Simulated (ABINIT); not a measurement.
A run of ABINIT 10.8.3 (patched build):

The input run.abi:

```
# Pseudopotentials
pp_dirpath "./"
pseudos "P.GGA_PBE-JTH.xml"

# Structure
acell 5.7080377311 5.7080377311 4.54363559 Angstrom
rprim
     0.2886706784    -0.9574284513     0.0000000000
     0.2886706784     0.9574284513     0.0000000000
     0.0000000000     0.0000000000     1.0000000000
ntypat 1
znucl 15
natom 4
typat 1 1 1 1
xred
     0.9041431300     0.0958568700     0.5888151700
     0.0958568700     0.9041431300     0.4111848300
     0.5958568700     0.4041431300     0.0888151700
     0.4041431300     0.5958568700     0.9111848300
chkprim 0
chksymtnons 0
tolsym 1.0e-6

# Plane-wave basis
ecut 20.0
pawecutdg 40.0

# k points
kptopt 1
ngkpt 5 5 4
nshiftk 1
shiftk 0.0 0.0 0.0

# Exchange and correlation
ixc -116133

# Bands and occupations
nband 14
occopt 3
tsmear 0.05 eV

# SCF cycle
nstep 100
tolvrs 1.0e-9

# Output
iomode 3
prtwf 0
prteig 0
prtebands 0
enunit 1
prtden 1
prtvha 1
prtvclmb 1
prtpot 1
```

Potentials or basis: JTH PAW PBE v2.0.

The run is started by

```sh
$ abinit run.abi > log 2>&1
```

Hardware: 1 thread of Arm Neoverse V1, on a shared host.

Task: Estimate the wall time of this run.

Result: Run time: 44 s on 1 thread of Arm Neoverse V1, on a shared host, peak memory 0.17 GiB. Counts: scf iterations 10, k points 27, bands 14, plane waves 2374.
